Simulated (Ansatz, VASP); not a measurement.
# InP: VASP beside Ansatz

INCAR

```
SYSTEM = InP
  PREC = Accurate
  ENCUT = 520
  EDIFF = 1E-6
  ISMEAR = 0
  SIGMA = 0.01
  LREAL = .FALSE.
  LASPH = .TRUE.
  NELM = 80
  ALGO = Normal
  ISIF = 2
  LWAVE = .FALSE.
  LCHARG = .TRUE.
  GGA = PE
  LELF = .TRUE.
  LVHAR = .TRUE.
  NBANDS = 16
```

File KPOINTS:

```
regular mesh
0
G
  6 6 6
  0 0 0
```

File POSCAR:

```
InP
1.0
    0.0000000000      2.9305000000      2.9305000000
    2.9305000000      0.0000000000      2.9305000000
    2.9305000000      2.9305000000      0.0000000000
In P
1 1
Direct
    0.0000000000      0.0000000000      0.0000000000
    0.2500000000      0.2500000000      0.2500000000
```

Input for Ansatz:

```yaml
crystal:
  lattice:
    - [0.0, 2.9305, 2.9305]
    - [2.9305, 0.0, 2.9305]
    - [2.9305, 2.9305, 0.0]
  atoms:
    - { symbol: In, position: [0.0, 0.0, 0.0] }
    - { symbol: P, position: [0.25, 0.25, 0.25] }
kpoints:
  mp_grid:
    grid: [6, 6, 6]
hamiltonian:
  xc: pbe
  pseudopotentials:
    kind: paw
scf:
  occupations:
    method: fixed
output:
  forces: true
  stress: true
  eigenvalues: true
```

Alike in both runs: task single point; functional PBE; k mesh 6 × 6 × 6; no spin polarisation.

|  | VASP | Ansatz |
| --- | --- | --- |
| version | VASP 6.6.1 | Ansatz 0.2.0 |
| potentials or method | VASP PAW PBE potentials, release 64 (In_d, P) | plane waves, PAW |
| plane-wave cutoff (eV) | 520 | 420 |
| occupations | gaussian, width 0.01 eV | fixed |
| valence electrons in the cell | 18 | 18 |

|  | VASP | Ansatz | Ansatz less VASP |
| --- | --- | --- | --- |
| gap on the k mesh at the Fermi level (eV) | 0.71 | 0.71 | +0.003 |
| pressure (GPa) | 3.3 | 3.3 | +0.06 |

Caveats: spin-orbit coupling is left out, which moves the levels of the heavy elements. A hybrid or GW would open this gap; PBE tends to underestimate it.
